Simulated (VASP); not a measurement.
# MgS (P6_3mc) in VASP: settings compared, part 2 of 2

VASP 6.6.1. The steps go on from the part before.

## (4) Single point, HSE(alpha, omega)

File POSCAR:

```
MgS
1.0
    4.0346224068      0.0000000000      0.0000000000
   -2.0173112034      3.4940854990      0.0000000000
    0.0000000000      0.0000000000      6.4322941800
S Mg
2 2
Direct
    0.6666666667      0.3333333333      0.8792441500
    0.3333333333      0.6666666667      0.3792441500
    0.3333333333      0.6666666667      0.9957548500
    0.6666666667      0.3333333333      0.4957548500
```

File INCAR.step1:

```
SYSTEM = MgS
ALGO     = Normal         ! electronic algorithm
EDIFF    = 1E-5           ! SCF threshold, eV
ENCUT    = 520            ! plane-wave cutoff, eV
GGA      = PE             ! functional
ISIF     = 2              ! what is computed and relaxed
ISMEAR   = -1             ! smearing method
LASPH    = .True.         ! aspherical terms in the spheres
LCHARG   = .False.        ! write CHGCAR
LREAL    = .False.        ! projectors in reciprocal space
LWAVE    = .True.         ! write WAVECAR
NELM     = 100            ! most SCF steps
PREC     = Accurate       ! precision mode
SIGMA    = 0.05           ! smearing width, eV
```

File INCAR.step2:

```
SYSTEM = MgS
AEXX     = 0.5            ! exact-exchange fraction
ALGO     = Normal         ! electronic algorithm
EDIFF    = 1E-7           ! SCF threshold, eV
ENCUT    = 520            ! plane-wave cutoff, eV
GGA      = PE             ! functional
HFSCREEN = 0.2            ! screening, 1/A
ISIF     = 2              ! what is computed and relaxed
ISMEAR   = -1             ! smearing method
ISTART   = 1            
LASPH    = .True.         ! aspherical terms in the spheres
LCHARG   = .False.        ! write CHGCAR
LHFCALC  = .True.         ! exact exchange
LREAL    = .False.        ! projectors in reciprocal space
LWAVE    = .False.        ! write WAVECAR
NELM     = 100            ! most SCF steps
PREC     = Accurate       ! precision mode
PRECFOCK = Fast         
SIGMA    = 0.05           ! smearing width, eV
```

File KPOINTS:

```
k-points
0
Gamma
  4 4 2
  0 0 0
```

Potentials or basis: VASP PAW PBE potentials, release 64 (S, Mg).

Started as:

```
$ cat potpaw_PBE.64/S/POTCAR potpaw_PBE.64/Mg/POTCAR > POTCAR
$ cp INCAR.step1 INCAR
$ mpirun -np 1 vasp_std > vasp.out
$ cp INCAR.step2 INCAR
$ mpirun -np 1 vasp_std > vasp.out
```

OUTCAR:

```text
SYSTEM = MgS
   AEXX = 0.5
   EDIFF = 1E-7
   ENCUT = 520
   GGA = PE
   HFSCREEN = 0.2
   ISIF = 2
   ISMEAR = -1
   ISTART = 1
   LASPH = .True.
   LHFCALC = .True.
   LREAL = .False.
   NELM = 100
   PREC = Accurate
   PRECFOCK = Fast

 ion  position               nearest neighbor table
   1  0.667  0.333  0.879-   3 2.45   3 2.45   3 2.45   4 2.47
   2  0.333  0.667  0.379-   4 2.45   4 2.45   4 2.45   3 2.47
   3  0.333  0.667  0.996-   1 2.45   1 2.45   1 2.45   2 2.47
   4  0.667  0.333  0.496-   2 2.45   2 2.45   2 2.45   1 2.47

  LATTYP: Found a hexagonal cell.
 ALAT       =     4.0346224068
 C/A-ratio  =     1.5942741430

  Lattice vectors:

 A1 = (   4.0346224068,   0.0000000000,   0.0000000000)
 A2 = (  -2.0173112034,   3.4940854990,   0.0000000000)
 A3 = (   0.0000000000,   0.0000000000,   6.4322941800)

Analysis of symmetry for initial positions (statically):
=====================================================================
 Subroutine PRICEL returns:
 Original cell was already a primitive cell.

 Routine SETGRP: Setting up the symmetry group for a
 hexagonal supercell.

 Subroutine GETGRP returns: Found 12 space group operations
 (whereof  6 operations were pure point group operations)
 out of a pool of 24 trial point group operations.

The static configuration has the point symmetry C_3v.
 The point group associated with its full space group is C_6v.

Analysis of symmetry for dynamics (positions and initial velocities):
=====================================================================
 Subroutine PRICEL returns:
 Original cell was already a primitive cell.

 Routine SETGRP: Setting up the symmetry group for a
 hexagonal supercell.

 Subroutine GETGRP returns: Found 12 space group operations
 (whereof  6 operations were pure point group operations)
 out of a pool of 24 trial point group operations.

The dynamic configuration has the point symmetry C_3v.
 The point group associated with its full space group is C_6v.

 Subroutine INISYM returns: Found 12 space group operations
 (whereof  6 operations are pure point group operations),
 and found     1 'primitive' translations

----------------------------------------------------------------------------------------

                                     Primitive cell

  volume of cell :      90.6781

  direct lattice vectors                    reciprocal lattice vectors
     4.034622407  0.000000000  0.000000000     0.247854669  0.143098960  0.000000000
    -2.017311203  3.494085499  0.000000000     0.000000000  0.286197919  0.000000000
     0.000000000  0.000000000  6.432294180     0.000000000  0.000000000  0.155465526

  length of vectors
     4.034622407  4.034622407  6.432294180     0.286197919  0.286197919  0.155465526

  position of ions in fractional coordinates (direct lattice)
     0.666666667  0.333333333  0.879244150
     0.333333333  0.666666667  0.379244150
     0.333333333  0.666666667  0.995754850
     0.666666667  0.333333333  0.495754850

  ion indices of the primitive-cell ions
[... 47 lines left out ...]
   ions per type =               2   2
   NGX,Y,Z   is equivalent  to a cutoff of  12.36, 12.36, 12.41 a.u.
   NGXF,Y,Z  is equivalent  to a cutoff of  24.72, 24.72, 24.81 a.u.
 SYSTEM =  MgS
   PREC   = accura    normal or accurate (medium, high low for compatibility)
   ISTART =      1    job   : 0-new  1-cont  2-samecut
   ICHARG =      0    charge: 1-file 2-atom 10-const
   ISPIN  =      1    spin polarized calculation?
   LNONCOLLINEAR =      F non collinear calculations
   LSORBIT =      F    spin-orbit coupling
   LASPH  =      T    aspherical Exc in radial PAW
   ENCUT  =  520.0 eV  38.22 Ry    6.18 a.u.   7.50  7.50 11.96*2*pi/ulx,y,z
   NELM   =    100;   NELMIN=  2; NELMDL=  0     # of ELM steps
   EDIFF  = 0.1E-06   stopping-criterion for ELM
   LREAL  =      F    real-space projection
   EDIFFG = 0.1E-05   stopping-criterion for IOM
   NSW    =      0    number of steps for IOM
   IBRION =     -1    ionic relax: 0-MD 1-quasi-New 2-CG
   NFREE  =      0    steps in history (QN), initial steepest desc. (CG)
   ISIF   =      2    stress and relaxation
   ISYM   =      3    0-nonsym 1-usesym 2-fastsym
   POTIM  = 0.5000    time-step for ionic-motion
   TEBEG  =    0.0;   TEEND  =   0.0 temperature during run
   PSTRESS=    0.0 pullay stress
   NELECT =      16.0000    total number of electrons
   NUPDOWN=      -1.0000    fix difference up-down
   EMIN   =  10.00;   EMAX   =-10.00  energy-range for DOS
   EFERMI =   0.00;   METHOD = LEGACY
   ISMEAR =    -1;   SIGMA  =   0.05  broadening in eV -4-tet -1-fermi 0-gaus
   EFERMI_NEDOS =   21; number of points for ismear=-14 and -15
   IALGO  =     38    algorithm
   IMIX   =      1    mixing-type and parameters
     AMIX     =   0.40;   BMIX     =  1.00
     AMIX_MAG =   1.60;   BMIX_MAG =  1.00
  volume/ion in A,a.u.               =      22.67       152.98
  Fermi-wavevector in a.u.,A,eV,Ry     =   0.918221  1.735187 11.471486  0.843130
  Thomas-Fermi vector in A             =   2.043279
   LORBIT       =      0    0 simple, 1 ext, 2 COOP (PROOUT), +10 PAW based schemes
   GGA     = PE    functional components
   LHFCALC =     T    Hartree Fock is set to
   PRECFOCK=fast      Normal, Fast or Accurate (Low or Medium for compatibility)
   ENCUT4O =  -1.0   cutoff for four orbital integrals eV
   NKREDX  =     1    reduce k-point grid by
   NKREDY  =     1    reduce k-point grid by
   NKREDZ  =     1    reduce k-point grid by
   AEXX    =    0.5000 exact exchange contribution
   HFSCREEN=    0.2000 screening length (either q_TF or 0.3 A-1)
   HFSCREENC=   0.2000 screening length for correlation (either q_TF or 0.3 A-1)
   ENCUTFOCK=  -1.0 apply spherical cutoff to Coloumb kernel
   IVDW    =     0    specifies the selected vdW correction
   LEPSILON=     F    determine dielectric tensor
   LRPA    =     F    only Hartree local field effects (RPA)
 non-spin polarized calculation
  energy-cutoff  :      520.00
  volume of cell :       90.68
 maximum number of plane-waves:      2462
 NGX is ok and might be reduce to    30
  NGX = 18; NGY = 18; NGZ = 28

 number of electron      16.0000004 magnetization

 Free energy of the ion-electron system (eV)
  ---------------------------------------------------
  ext. energy  EPLUGINS =         0.00000000
  ---------------------------------------------------
  free energy    TOTEN  =       -22.63232034 eV

  energy without entropy =      -22.63232034  energy(sigma->0) =      -22.63232034

 E-fermi :   0.7675     XC(G=0):  -5.6231

 val. band max:       -0.3022234891   @ k =   0.0000   0.0000   0.0000
 cond. band min:       5.3297886536   @ k =   0.0000   0.0000   0.0000
 fundamental gap:      5.6320121427
 Fermi energy:         0.7675079143

 k-point     1 :       0.0000    0.0000    0.0000
  band No.  band energies     occupation
      1     -14.0259      2.00000
      2     -13.1494      2.00000
      3      -4.0584      2.00000
      4      -0.9938      2.00000
      5      -0.9938      2.00000
      6      -0.4864      2.00000
      7      -0.4864      2.00000
      8      -0.3022      2.00000
      9       5.3298      0.00000
     10       6.6370      0.00000
     11       9.6261      0.00000
     12       9.6261      0.00000
[... 91 lines left out ...]
 k-point     8 :       0.2500    0.2500    0.5000
  band No.  band energies     occupation
      1     -13.0806      2.00000
      2     -13.0806      2.00000
      3      -3.5765      2.00000
      4      -3.5765      2.00000
      5      -2.1441      2.00000
      6      -2.1441      2.00000
      7      -1.0143      2.00000
      8      -1.0143      2.00000
      9       7.3997      0.00000
     10       7.3997      0.00000
     11       8.9170      0.00000
     12       8.9170      0.00000

------------------------ aborting loop because EDIFF is reached ----------------------------------------

  FORCE on cell =-STRESS in cart. coord.  units (eV):
  Direction    XX          YY          ZZ          XY          YZ          ZX
  --------------------------------------------------------------------------------------
  -------------------------------------------------------------------------------------
  Total       -0.5990175     -0.5990175     -0.7595368      0.0000000      0.0000000      0.0000000
  in kB      -10.5839500    -10.5839500    -13.4201409      0.0000000      0.0000000      0.0000000
  external PRESSURE =     -11.5293470 kB  Pullay stress =       0.0000000 kB

 VOLUME and BASIS-vectors are now :
 -----------------------------------------------------------------------------
  energy-cutoff  :      520.00
  volume of cell :       90.68
      direct lattice vectors                 reciprocal lattice vectors
     4.034622407  0.000000000  0.000000000     0.247854669  0.143098960  0.000000000
    -2.017311203  3.494085499  0.000000000     0.000000000  0.286197919  0.000000000
     0.000000000  0.000000000  6.432294180     0.000000000  0.000000000  0.155465526

 POSITION                                       TOTAL-FORCE (eV/Angst)
 -----------------------------------------------------------------------------------
      2.01731      1.16470      5.65556        -0.000000      0.000000     -0.055907
     -0.00000      2.32939      2.43941         0.000000     -0.000000     -0.055907
     -0.00000      2.32939      6.40499         0.000000      0.000000      0.055907
      2.01731      1.16470      3.18884        -0.000000     -0.000000      0.055907
 -----------------------------------------------------------------------------------
    total drift:                                0.000001     -0.000001     -0.000484

  FREE ENERGIE OF THE ION-ELECTRON SYSTEM (eV)
  ---------------------------------------------------
  free  energy   TOTEN  =       -22.6323203400 eV

  energy  without entropy=      -22.6323203399  energy(sigma->0) =      -22.63232034
```

Wall time 94 s (1 thread of Intel Xeon Platinum 8488C (Sapphire Rapids), shared host); peak memory 0.29 GiB.

Results:

| Property | Result |
| --- | --- |
| Free energy | -22.6323 eV |
| Pressure | -1.2 GPa |
| Largest force | 0.056 eV/Å |
| Band gap on the k mesh | 5.63 eV, direct |

Forces on the atoms (eV/Å):
```
S    0.000  0.000 -0.056
S    0.000  0.000 -0.056
Mg   0.000  0.000  0.056
Mg   0.000  0.000  0.056
```

Stress tensor (GPa, compression positive):
```
-1.06  0.00  0.00
 0.00 -1.06  0.00
 0.00  0.00 -1.34
```

Levels at points of the mesh, in eV from the valence-band top:
```
           k point  band 4  band 5  band 6  band 7  band 8  band 9  band 10  band 11  band 12
(0.00, 0.00, 0.00)   -0.69   -0.69   -0.18   -0.18    0.00    5.63     6.94     9.93     9.93
(0.50, 0.00, 0.00)   -2.83   -2.19   -1.48   -1.05   -0.56    6.86     7.36     8.12     9.91
(0.00, 0.00, 0.50)   -2.16   -0.45   -0.45   -0.45   -0.45    7.20     7.20    10.10    10.10
(0.50, 0.00, 0.50)   -3.62   -1.06   -1.06   -0.94   -0.94    6.77     6.77     8.62     8.62
```

Caveat: the k mesh is coarse (spacing up to 0.49 Å⁻¹), so the values aren't converged, least of all with exact exchange; the PAW data sets were made with another functional, which shifts forces and pressure a little.

## (5) Single point, PBE

File INCAR:

```
SYSTEM = MgS
PREC = Accurate
ENCUT = 450
EDIFF = 1E-7
ISMEAR = 0
SIGMA = 0.02
LREAL = .FALSE.
LASPH = .TRUE.
NELM = 60
ALGO = Normal
ISIF = 2
LWAVE = .FALSE.
LCHARG = .FALSE.
GGA = PE
NBANDS = 16
```

File KPOINTS:

```
regular mesh
0
G
  4 4 2
  0 0 0
```

POSCAR is that of step 4.

Potentials or basis: VASP PAW PBE potentials, release 64 (S_GW, Mg_GW).

Started as:

```
$ cat potpaw_PBE.64/S_GW/POTCAR potpaw_PBE.64/Mg_GW/POTCAR > POTCAR
$ mpirun -np 1 vasp_std > vasp.out
```

It took 14 s on 1 thread of Intel Xeon 6975P-C (Granite Rapids), shared host; peak memory 0.17 GiB.

The run converged. Its results:

- Free energy: -16.9701 eV
- Pressure: 0.9 GPa
- Largest force: 0.047 eV/Å
- Band gap on the k mesh: 3.43 eV, direct

Forces on the atoms (eV/Å):
```
S    0.000  0.000 -0.047
S    0.000  0.000 -0.047
Mg   0.000  0.000  0.047
Mg   0.000  0.000  0.047
```

Stress tensor (GPa, compression positive):
```
1.06 0.00 0.00
0.00 1.06 0.00
0.00 0.00 0.69
```

Levels at points of the mesh, in eV from the valence-band top:
```
           k point  band 6  band 7  band 8  band 9  band 10  band 11
(0.00, 0.00, 0.00)   -0.16   -0.16    0.00    3.43     4.66     7.45
(0.50, 0.00, 0.00)   -1.25   -0.93   -0.48    4.71     5.20     5.79
(0.00, 0.00, 0.50)   -0.38   -0.38   -0.38    4.90     4.90     7.59
(0.50, 0.00, 0.50)   -0.90   -0.80   -0.80    4.64     4.64     6.27
```

Caveat: the k mesh is coarse (spacing up to 0.49 Å⁻¹), so the values aren't converged.

## (6) The runs side by side

```tsv
level	potentials or basis	cutoff (eV)	smearing	share of exact exchange	grid for exact exchange (PRECFOCK)	gap on the mesh (eV)	pressure (GPa)	largest force (eV/Å)
HSE(alpha, omega)	VASP PAW PBE potentials, release 64 (S, Mg)	520	fermi-dirac 0.05 eV	0.3	Fast	4.73	-0.3	0.05
HSE(alpha, omega)	VASP PAW PBE potentials, release 64 (S, Mg)	520	fermi-dirac 0.05 eV	0.4	Fast	5.18	-0.7	0.05
HSE(alpha, omega)	VASP PAW PBE potentials, release 64 (S, Mg)	520	fermi-dirac 0.05 eV	0.5	Fast	5.63	-1.2	0.06
PBE	VASP PAW PBE potentials, release 64 (S_GW, Mg_GW)	450	gaussian 0.02 eV	-	-	3.43	0.9	0.05
```

Alike in all rows: task single point; no spin polarisation; cell as given; k mesh 4 × 4 × 2; the mesh is coarse, so values aren't converged.

Caveats: all runs use coarse meshes; the PAW data sets were made with another functional, which shifts forces and pressure a little (some runs).

Absolute energies hang on the potentials; compare differences alone.
